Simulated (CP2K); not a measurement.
O:

```
O
1.0
     4.33274    0.00000    0.00000
     3.50839    2.26880    0.00000
     0.82434   -0.28068    2.25137
O
2
Direct
  0.57890 0.57890 0.42110
  0.42110 0.42110 0.57890
```

Base run:

* Program: CP2K 2026.2
* Functional: PBE
* Potentials or basis: POTENTIAL_UZH O GTH-PBE-q6; DZVP-MOLOPT-PBE-GTH basis
* Density cutoff: 9524 eV
* k mesh: 12 × 12 × 12
* Occupations: fermi-dirac, width 0.05 eV
* Spin: no spin polarisation

Its results: band gap on the k mesh none (metal or under the smearing width); pressure 2.0 GPa; largest force 0.118 eV/Å.

Task: The run is repeated on the same cell with these changes: potentials or basis from POTENTIAL_UZH O GTH-PBE-q6; DZVP-MOLOPT-PBE-GTH basis to POTENTIAL_UZH O GTH-PBE-q6; TZV2P-MOLOPT-PBE-GTH basis; basis sets from O DZVP-MOLOPT-PBE-GTH-q6 to O TZV2P-MOLOPT-PBE-GTH-q6. What comes out?

Result: Band gap on the k mesh none (metal or under the smearing width); pressure 0.2 GPa; largest force 0.405 eV/Å.

Caveats: spin is off for a triplet molecule; the basis of atomic orbitals isn't converged, which shifts pressures, moduli and gaps.
